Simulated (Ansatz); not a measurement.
Phases of Cr at 190 GPa

Structure types of Cr are relaxed in primitive cells with their symmetry kept at 190 GPa, first on PAW files, then by LAPW. The enthalpy is E + pV at zero temperature, without zero-point motion. Only the types listed were tried, and differences under about 5 meV/atom are mesh noise. Not among the end structures: fcc, which may lie lower.

Level of theory: DFT with PBE, scalar-relativistic, in Ansatz 0.2.0; Fermi–Dirac smearing of 0.05 eV, spin-polarised from start moments Cr 2 μB. LAPW: all electrons, basis error target 0.5 meV/atom; PAW: frozen-core files, cutoff 420 eV.

k meshes: bcc 21×21×21, hcp 19×19×11, diamond 15×15×15, simple hexagonal 20×20×18, omega 10×10×14.

Antiferromagnetic order, which Cr and Mn prefer near zero pressure, wasn't tried. The start moments died away, and the runs ended non-magnetic.

| start type | ends as | a, b, c (Å) | V (Å³/atom) | H − H(lowest), LAPW (meV/atom) | moment (μB/atom) |
| --- | --- | --- | --- | --- | --- |
| bcc | bcc, Im-3m | 2.530, 2.530, 2.530 | 8.09 | 0.0 | 0.00 |
| hcp | hcp, P6_3/mmc | 2.213, 2.213, 3.842 | 8.15 | ? | 0.00 |
| diamond | diamond, Fd-3m | 4.201, 4.201, 4.201 | 9.27 | ? | 0.00 |
| simple hexagonal | simple hexagonal, P6/mmm | 2.198, 2.198, 1.962 | 8.20 | 1098.1 | 0.00 |
| omega | omega, P6/mmm | 3.718, 3.718, 2.037 | 8.13 | 476.4 | 0.00 |

Question: Give the missing entry: row "diamond", column "H − H(lowest), LAPW (meV/atom)".

Answer: 4648.0.

Question: Give the missing entry: row "hcp", column "H − H(lowest), LAPW (meV/atom)".

Answer: 588.2.

Question: Split the lead of bcc over omega into energy and pV.

Answer: For omega less bcc: ΔE = +435.5 meV/atom, and p·ΔV = 190 GPa × +0.0345 Å³ × 6.242 meV/(GPa·Å³) = +40.9 meV/atom, together 476.4 meV/atom. bcc wins on both counts.
